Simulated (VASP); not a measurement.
# BN: molecular dynamics with a monitored distance, by stops when the distance exceeds

BN, F-43m (no. 216), 8 atoms in the cell. PBE, molecular dynamics; PAW potentials N, B (PBE set).

| Stops when the distance exceeds (Å) | Largest distance met (Å) | Steps run | Mean temperature (K) | Time (s) |
|---|---|---|---|---|
| 1.664 | 1.665 | 33 | 358 | 55 |
| 2.512 | 1.683 | 80 | 447 | 148 |

Limits: row 1: 33 fs of 8 atoms are too short for converged averages; the distance is that to the nearest periodic copy, which so small a cell caps; the cell is only 3.6 Å across, so each atom moves in step with near copies of itself; row 2: 80 fs of 8 atoms are too short for converged averages.

## Input of the first row

INCAR:
```
GGA = PE
PREC = Normal
ENCUT = 400
EDIFF = 1E-5
NELMIN = 4
NELM = 60
ALGO = Normal
LREAL = Auto
LASPH = T
ISMEAR = 0
SIGMA = 0.05
ISYM = 0
LWAVE = F
LCHARG = F
IBRION = 0
NSW = 80
POTIM = 1.0
TEBEG = 600
TEEND = 600
ISIF = 2
MDALGO = 1
ANDERSEN_PROB = 0.05
RANDOM_SEED = 594992 0 0
VALUE_MAX = 1.664
VALUE_MIN = 0.785
KPAR = 2
```

KPOINTS:
```
k-points
0
Gamma
  3 3 3
```

ICONST:
```
R 1 7 7
```

POSCAR:
```
BN
1.0
    3.6260020000      0.0000000000      0.0000000000
    0.0000000000      3.6260020000      0.0000000000
    0.0000000000      0.0000000000      3.6260020000
N B
4 4
Direct
    0.2500000000      0.2500000000      0.7500000000
    0.2500000000      0.7500000000      0.2500000000
    0.7500000000      0.2500000000      0.2500000000
    0.7500000000      0.7500000000      0.7500000000
    0.0000000000      0.0000000000      0.0000000000
    0.0000000000      0.5000000000      0.5000000000
    0.5000000000      0.0000000000      0.5000000000
    0.5000000000      0.5000000000      0.0000000000
```

Commands:
```
cat potpaw_PBE.64/N/POTCAR potpaw_PBE.64/B/POTCAR > POTCAR
mpirun -np 2 vasp_std > vasp.out
```

Changes of the last row against the first:
```
- VALUE_MAX = 1.664
+ VALUE_MAX = 2.512
```

VASP 6.6.1 took 55 s on 2 cores (AMD EPYC 9R14 (Zen 4)), a shared host.
